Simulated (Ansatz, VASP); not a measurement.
## Ge in VASP and in Ansatz

```
Ge
1.0
     1.39715   -2.60052    0.00000
     1.39715    2.60052    0.00000
     0.00000    0.00000    2.69823
Ge
1
Direct
  0.50000 0.50000 0.00000
```

This isn't the form of Ge at room conditions, which is diamond.

Alike in both runs: task single point; functional PBE; k mesh 11 × 11 × 10; occupations fermi-dirac, width 0.05 eV; no spin polarisation.

|  | VASP | Ansatz |
| --- | --- | --- |
| version | VASP 6.6.1 | Ansatz 0.2.0 |
| potentials or method | VASP PAW PBE potentials, release 64 (Ge_d), cutoff 520 eV | all-electron LAPW, scalar-relativistic |

```tsv
	VASP	Ansatz	Ansatz less VASP
gap on the k mesh at the Fermi level (eV)	none	none	-
pressure (GPa)	-0.8	-0.6	+0.22
largest component of the traceless stress (GPa)	1.92	1.93	+0.010
```

A gap of «none» marks a metal or a gap that the smearing closes. Ansatz ran all-electron here, so the differences hold the error of VASP's frozen core and of both bases.
